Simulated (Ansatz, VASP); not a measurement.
## Two plane-wave programs on Au

INCAR

```
SYSTEM = Au
ALGO = Fast
EDIFF = 1E-6
ENCUT = 520
GGA = PS
ISIF = 2
ISMEAR = 0
LASPH = .TRUE.
LCHARG = .TRUE.
LELF = .TRUE.
LREAL = .FALSE.
LVHAR = .TRUE.
LWAVE = .FALSE.
NBANDS = 12
NELM = 100
PREC = Accurate
SIGMA = 0.1
```

KPOINTS

```
k-points
0
G
  18 18 18
  0 0 0
```

File POSCAR:

```
Au
1.0
   -1.6371246698      1.6371246698      1.6371246698
    1.6371246698     -1.6371246698      1.6371246698
    1.6371246698      1.6371246698     -1.6371246698
Au
1
Direct
    0.0000000000      0.0000000000      0.0000000000
```

Input for Ansatz:

```yaml
crystal:
  lattice:
    - [-1.6371246698, 1.6371246698, 1.6371246698]
    - [1.6371246698, -1.6371246698, 1.6371246698]
    - [1.6371246698, 1.6371246698, -1.6371246698]
  atoms:
    - { symbol: Au, position: [0.0, 0.0, 0.0] }
basis:
  ecutwfc: 420
kpoints:
  mp_grid: { grid: [18, 18, 18] }
hamiltonian:
  xc: pbesol
scf:
  occupations: { method: gaussian, width: 0.1 }
output:
  forces: true
  stress: true
  eigenvalues: true
```

Alike in both runs: task single point; functional PBEsol; k mesh 18 × 18 × 18; occupations gaussian, width 0.1 eV; no spin polarisation.

|  | VASP | Ansatz |
| --- | --- | --- |
| version | VASP 6.6.1 | Ansatz 0.2.0 |
| potentials or method | VASP PAW PBE potentials, release 64 (Au) | scalar-relativistic, plane waves, PAW |
| plane-wave cutoff (eV) | 520 | 420 |
| valence electrons in the cell | 11 | 19 |

Ansatz gave:

```
gap on the k mesh at the Fermi level (eV) : none
pressure (GPa)                            : -4.8
```

**Question.** Estimate VASP's values.

**Answer.** gap on the k mesh at the Fermi level (eV): none; pressure (GPa): -5.0.

A gap of «none» marks a metal or a gap that the smearing closes. The two sets of potentials don't hold the same shells in valence.

Caveats: the PAW data sets were made with another functional, which shifts forces and pressure a little (VASP). Spin-orbit coupling is left out, which matters for the levels of Au.
